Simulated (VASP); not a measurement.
Input of a VASP 6.6.1 run:

Contents of INCAR:

```
SYSTEM = AgCl
ALGO = Normal
EDIFF = 1E-6
ENCUT = 500
GGA = PS
GGA_COMPAT = .False.
ISIF = 2
ISMEAR = 0
LASPH = .True.
LCHARG = .True.
LELF = .True.
LREAL = .False.
LVHAR = .True.
LWAVE = .False.
NBANDS = 16
NELM = 120
PREC = Accurate
SIGMA = 0.01
```

KPOINTS

```
k-points
0
Gamma
  8 8 8
  0 0 0
```

The input POSCAR:

```
AgCl
1.0
    0.0000000000      2.7373759487      2.7373759487
    2.7373759487      0.0000000000      2.7373759487
    2.7373759487      2.7373759487      0.0000000000
Ag Cl
1 1
Direct
    0.0000000000      0.0000000000      0.0000000000
    0.5000000000      0.5000000000      0.5000000000
```

Potentials or basis: VASP PAW PBE potentials, release 64 (Ag, Cl).

The run is started by

```bash
$ cat potpaw_PBE.64/Ag/POTCAR potpaw_PBE.64/Cl/POTCAR > POTCAR
$ mpirun -np 1 vasp_std > vasp.out
```

**Question.** What does it give for the pressure?

**Answer.** -0.9 GPa.

**Question.** Estimate the band gap on the k mesh.

**Answer.** 0.72 eV, indirect (least direct gap 3.17 eV).

Caveat: the PAW data sets were made with another functional, which shifts forces and pressure a little.

**Experimental background.**

A printed reference work, data compilation reports, for a bulk crystal of AgCl: band gap 3.249 eV (indirect).

Measured gap of AgCl: 3.249 eV (indirect; a printed reference work, data compilation). This calculation gives 0.72 eV (-2.53 eV). So large a miss can be the level of theory's own, or it may mean another phase, state or a wrong row. Spin-orbit coupling on Ag is left out. The value is that of PBEsol on a finite k mesh, which can miss the band edges, without temperature or zero-point motion. Semilocal functionals fall short of measured gaps as a rule.
